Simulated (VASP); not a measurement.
# Ti: drag along a line

Ti, slab, 13 atoms in the cell. PBE, constrained relaxations along a path; PAW potentials Ti_sv (PBE set).

Path: drag along a line, Ti hops from a hollow site to the next hollow site of Ti(100).

## Input

INCAR:
```
SYSTEM = Ti
PREC = Normal ; ENCUT = 300
EDIFF = 1E-6 ; ISMEAR = 1
SIGMA = 0.1 ; LREAL = .False.
LASPH = .True. ; NELM = 100
ALGO = Normal ; LWAVE = .False.
LCHARG = .False. ; IBRION = 2
NSW = 60 ; ISIF = 2
EDIFFG = -0.03 ; POTIM = 0.5
KPAR = 2
```

KPOINTS:
```
k-points
0
Gamma
  3 3 1
```

POSCAR.step1:
```
Ti
1.0
    6.5640000000      0.0000000000      0.0000000000
    0.0000000000      6.5640000000      0.0000000000
    0.0000000000      0.0000000000     18.4520000000
Ti
13
Selective dynamics
Direct
    0.0000000000      0.0000000000      0.3251680035  F F F
    0.5000000000      0.0000000000      0.3251680035  F F F
    0.0000000000      0.5000000000      0.3251680035  F F F
    0.5000000000      0.5000000000      0.3251680035  F F F
    0.2500000000      0.2500000000      0.4141014524  T T T
    0.7500000000      0.2500000000      0.4141014524  T T T
    0.2500000000      0.7500000000      0.4141014524  T T T
    0.7500000000      0.7500000000      0.4141014524  T T T
    0.0000000000      0.0000000000      0.5030349014  T T T
    0.5000000000      0.0000000000      0.5030349014  T T T
    0.0000000000      0.5000000000      0.5030349014  T T T
    0.5000000000      0.5000000000      0.5030349014  T T T
    0.2500000000      0.2500000000      0.6173424138  F T T
```

POSCAR.step2:
```
Ti
1.0
    6.5640000000      0.0000000000      0.0000000000
    0.0000000000      6.5640000000      0.0000000000
    0.0000000000      0.0000000000     18.4520000000
Ti
13
Selective dynamics
Direct
    0.0000000000      0.0000000000      0.3251680035  F F F
    0.5000000000      0.0000000000      0.3251680035  F F F
    0.0000000000      0.5000000000      0.3251680035  F F F
    0.5000000000      0.5000000000      0.3251680035  F F F
    0.2500000000      0.2500000000      0.4141014524  T T T
    0.7500000000      0.2500000000      0.4141014524  T T T
    0.2500000000      0.7500000000      0.4141014524  T T T
    0.7500000000      0.7500000000      0.4141014524  T T T
    0.0000000000      0.0000000000      0.5030349014  T T T
    0.5000000000      0.0000000000      0.5030349014  T T T
    0.0000000000      0.5000000000      0.5030349014  T T T
    0.5000000000      0.5000000000      0.5030349014  T T T
    0.1500000000      0.2500000000      0.6173424138  F T T
```

POSCAR.step3:
```
Ti
1.0
    6.5640000000      0.0000000000      0.0000000000
    0.0000000000      6.5640000000      0.0000000000
    0.0000000000      0.0000000000     18.4520000000
Ti
13
Selective dynamics
Direct
    0.0000000000      0.0000000000      0.3251680035  F F F
    0.5000000000      0.0000000000      0.3251680035  F F F
    0.0000000000      0.5000000000      0.3251680035  F F F
    0.5000000000      0.5000000000      0.3251680035  F F F
    0.2500000000      0.2500000000      0.4141014524  T T T
    0.7500000000      0.2500000000      0.4141014524  T T T
    0.2500000000      0.7500000000      0.4141014524  T T T
    0.7500000000      0.7500000000      0.4141014524  T T T
    0.0000000000      0.0000000000      0.5030349014  T T T
    0.5000000000      0.0000000000      0.5030349014  T T T
    0.0000000000      0.5000000000      0.5030349014  T T T
    0.5000000000      0.5000000000      0.5030349014  T T T
    0.0750000000      0.2500000000      0.6173424138  F T T
```

POSCAR.step4:
```
Ti
1.0
    6.5640000000      0.0000000000      0.0000000000
    0.0000000000      6.5640000000      0.0000000000
    0.0000000000      0.0000000000     18.4520000000
Ti
13
Selective dynamics
Direct
    0.0000000000      0.0000000000      0.3251680035  F F F
    0.5000000000      0.0000000000      0.3251680035  F F F
    0.0000000000      0.5000000000      0.3251680035  F F F
    0.5000000000      0.5000000000      0.3251680035  F F F
    0.2500000000      0.2500000000      0.4141014524  T T T
    0.7500000000      0.2500000000      0.4141014524  T T T
    0.2500000000      0.7500000000      0.4141014524  T T T
    0.7500000000      0.7500000000      0.4141014524  T T T
    0.0000000000      0.0000000000      0.5030349014  T T T
    0.5000000000      0.0000000000      0.5030349014  T T T
    0.0000000000      0.5000000000      0.5030349014  T T T
    0.5000000000      0.5000000000      0.5030349014  T T T
    0.0000000000      0.2500000000      0.6173424138  F T T
```

POSCAR.step5:
```
Ti
1.0
    6.5640000000      0.0000000000      0.0000000000
    0.0000000000      6.5640000000      0.0000000000
    0.0000000000      0.0000000000     18.4520000000
Ti
13
Selective dynamics
Direct
    0.0000000000      0.0000000000      0.3251680035  F F F
    0.5000000000      0.0000000000      0.3251680035  F F F
    0.0000000000      0.5000000000      0.3251680035  F F F
    0.5000000000      0.5000000000      0.3251680035  F F F
    0.2500000000      0.2500000000      0.4141014524  T T T
    0.7500000000      0.2500000000      0.4141014524  T T T
    0.2500000000      0.7500000000      0.4141014524  T T T
    0.7500000000      0.7500000000      0.4141014524  T T T
    0.0000000000      0.0000000000      0.5030349014  T T T
    0.5000000000      0.0000000000      0.5030349014  T T T
    0.0000000000      0.5000000000      0.5030349014  T T T
    0.5000000000      0.5000000000      0.5030349014  T T T
   -0.0750000000      0.2500000000      0.6173424138  F T T
```

POSCAR.step6:
```
Ti
1.0
    6.5640000000      0.0000000000      0.0000000000
    0.0000000000      6.5640000000      0.0000000000
    0.0000000000      0.0000000000     18.4520000000
Ti
13
Selective dynamics
Direct
    0.0000000000      0.0000000000      0.3251680035  F F F
    0.5000000000      0.0000000000      0.3251680035  F F F
    0.0000000000      0.5000000000      0.3251680035  F F F
    0.5000000000      0.5000000000      0.3251680035  F F F
    0.2500000000      0.2500000000      0.4141014524  T T T
    0.7500000000      0.2500000000      0.4141014524  T T T
    0.2500000000      0.7500000000      0.4141014524  T T T
    0.7500000000      0.7500000000      0.4141014524  T T T
    0.0000000000      0.0000000000      0.5030349014  T T T
    0.5000000000      0.0000000000      0.5030349014  T T T
    0.0000000000      0.5000000000      0.5030349014  T T T
    0.5000000000      0.5000000000      0.5030349014  T T T
   -0.1500000000      0.2500000000      0.6173424138  F T T
```

POSCAR.step7:
```
Ti
1.0
    6.5640000000      0.0000000000      0.0000000000
    0.0000000000      6.5640000000      0.0000000000
    0.0000000000      0.0000000000     18.4520000000
Ti
13
Selective dynamics
Direct
    0.0000000000      0.0000000000      0.3251680035  F F F
    0.5000000000      0.0000000000      0.3251680035  F F F
    0.0000000000      0.5000000000      0.3251680035  F F F
    0.5000000000      0.5000000000      0.3251680035  F F F
    0.2500000000      0.2500000000      0.4141014524  T T T
    0.7500000000      0.2500000000      0.4141014524  T T T
    0.2500000000      0.7500000000      0.4141014524  T T T
    0.7500000000      0.7500000000      0.4141014524  T T T
    0.0000000000      0.0000000000      0.5030349014  T T T
    0.5000000000      0.0000000000      0.5030349014  T T T
    0.0000000000      0.5000000000      0.5030349014  T T T
    0.5000000000      0.5000000000      0.5030349014  T T T
   -0.2500000000      0.2500000000      0.6173424138  F T T
```

Commands (each step's output is kept before the next begins):
```
cat potpaw_PBE.64/Ti_sv/POTCAR > POTCAR
cp POSCAR.step1 POSCAR
mpirun -np 8 vasp_std > vasp.out
cp POSCAR.step2 POSCAR
mpirun -np 8 vasp_std > vasp.out
cp POSCAR.step3 POSCAR
mpirun -np 8 vasp_std > vasp.out
cp POSCAR.step4 POSCAR
mpirun -np 8 vasp_std > vasp.out
cp POSCAR.step5 POSCAR
mpirun -np 8 vasp_std > vasp.out
cp POSCAR.step6 POSCAR
mpirun -np 8 vasp_std > vasp.out
cp POSCAR.step7 POSCAR
mpirun -np 8 vasp_std > vasp.out
```

## Result

- Barrier (eV): 0.563
- Ionic steps, all stages: 148
- Electronic steps, all stages: 2946

Energy along the pull:

| Share of the way | Energy above the start (eV) |
|---|---|
| 0 | 0.000 |
| 0.2 | 0.206 |
| 0.35 | 0.537 |
| 0.5 | 0.563 |
| 0.65 | 0.537 |
| 0.8 | 0.206 |
| 1 | -0.000 |

The slab is body-centred cubic Ti(100), which isn't the element's stable structure, in-plane cell 6.56 × 6.56 Å, with 3 × 3 k points.

Limits: the adatom repeats in each 2 x 2 surface cell, and the slab has three layers.

VASP 6.6.1 took 5857 s on 8 cores (Intel Xeon Platinum 8488C (Sapphire Rapids)), a shared host.
